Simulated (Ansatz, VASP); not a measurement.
One calculation of W, two programs

```
W
1.0
    -1.60075    1.60075    1.60075
     1.60075   -1.60075    1.60075
     1.60075    1.60075   -1.60075
W
1
Direct
  0.00000 0.00000 0.00000
```

Alike in both runs: task single point; functional PBEsol; k mesh 8 × 8 × 8; occupations gaussian, width 0.1 eV; no spin polarisation.

|  | VASP | Ansatz |
| --- | --- | --- |
| version | VASP 6.6.1 | Ansatz 0.2.0 |
| potentials or method | VASP PAW PBE potentials, release 64 (W_sv) | scalar-relativistic, plane waves, PAW |
| plane-wave cutoff (eV) | 520 | 420 |
| valence electrons in the cell | 14 | 14 |

|  | VASP | Ansatz | Ansatz less VASP |
| --- | --- | --- | --- |
| gap on the k mesh at the Fermi level (eV) | none | none | - |
| pressure (GPa) | -12.4 | -12.9 | -0.42 |

A gap of «none» marks a metal or a gap that the smearing closes. With one functional, cell and mesh, what is left measures potentials, basis and numerics. Ansatz warned: «pseudo_functional_mismatch».

Caveats: the PAW data sets were made with another functional, which shifts forces and pressure a little (VASP). The runs have no spin-orbit coupling, so splittings on W are missing.
